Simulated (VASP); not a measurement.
Write the native input for VASP 6.6.1 that does the following.

```
Task                   : dielectric tensor
Functional             : PBE
Dispersion             : D3(BJ)
Potentials or basis    : VASP PAW PBE potentials, release 64 (Si)
Cutoff                 : 520 eV
k mesh                 : 10 × 10 × 10
Occupations            : gaussian, width 0.02 eV
Spin                   : no spin polarisation
Further INCAR settings : ALGO = Normal; EDIFF = 1e-07
```

The structure of Si lies in POSCAR:

```
Si                                      
1.0
    0.0000000000      2.7098637838      2.7098637838
    2.7098637838      0.0000000000      2.7098637838
    2.7098637838      2.7098637838      0.0000000000
  Si            
     2
Direct
     0.7500000000000000    0.7500000000000000    0.7500000000000000
     0.5000000000000000    0.5000000000000000    0.5000000000000000
```

One way to write it, as run:

INCAR

```
  ALGO = Normal
  EDIFF = 1E-7
  ENCUT = 520
  GGA = PE
  ISIF = 2
  ISMEAR = 0
  IVDW = 12
  LASPH = T
  LCHARG = F
  LEPSILON = T
  LREAL = F
  LWAVE = F
  NELM = 60
  PREC = Accurate
  SIGMA = 0.02
```

KPOINTS

```
k-points
0
Gamma
  10 10 10
```

Potentials or basis: VASP PAW PBE potentials, release 64 (Si).

The run is started by

```sh
$ cat potpaw_PBE.64/Si/POTCAR > POTCAR
$ mpirun -np 1 vasp_std > vasp.out
```

It gave:

The band gap on the k mesh is 0.57 eV, indirect (least direct gap 2.57 eV). The electronic dielectric tensor (diagonal) is 13.26, the born charges (mean of the diagonal) is Si +0.00 e and the dispersion energy per atom is -0.316 eV.

Caveat: the gap is small at this level, which inflates the dielectric constant.

It took 100 s on 1 thread of Intel(R) Xeon(R) Platinum 8488C (Sapphire Rapids) (shared host), peak memory 0.22 GiB.
